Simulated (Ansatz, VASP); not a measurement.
# Two plane-wave programs on Si

```
CELL_PARAMETERS angstrom
0.00000 2.73505 2.73505
2.73505 0.00000 2.73505
2.73505 2.73505 0.00000
ATOMIC_POSITIONS crystal
Si 0.75000 0.75000 0.75000
Si 0.50000 0.50000 0.50000
```

Alike in both runs: functional PBE; k mesh 8 × 8 × 8; occupations gaussian, width 0.02 eV; no spin polarisation.

Ansatz relaxed the structure, and its values are those at the end. VASP's run is a single point on that final structure, the one shown.

```csv
,VASP,Ansatz
version,VASP 6.6.1,Ansatz 0.2.0
potentials or method,"VASP PAW PBE potentials, release 64 (Si)","scalar-relativistic, plane waves, PAW"
plane-wave cutoff (eV),520,420
valence electrons in the cell,8,8
```

VASP gave:

| Property | Result |
| --- | --- |
| gap on the k mesh at the Fermi level (eV) | 0.65 |
| least direct gap on the mesh (eV) | 2.56 |
| pressure (GPa) | -0.1 |

Question: What did Ansatz give for the same quantities?

Answer: gap on the k mesh at the Fermi level (eV): 0.65; least direct gap on the mesh (eV): 2.55; pressure (GPa): 0.0.

A k mesh can miss the band edges.
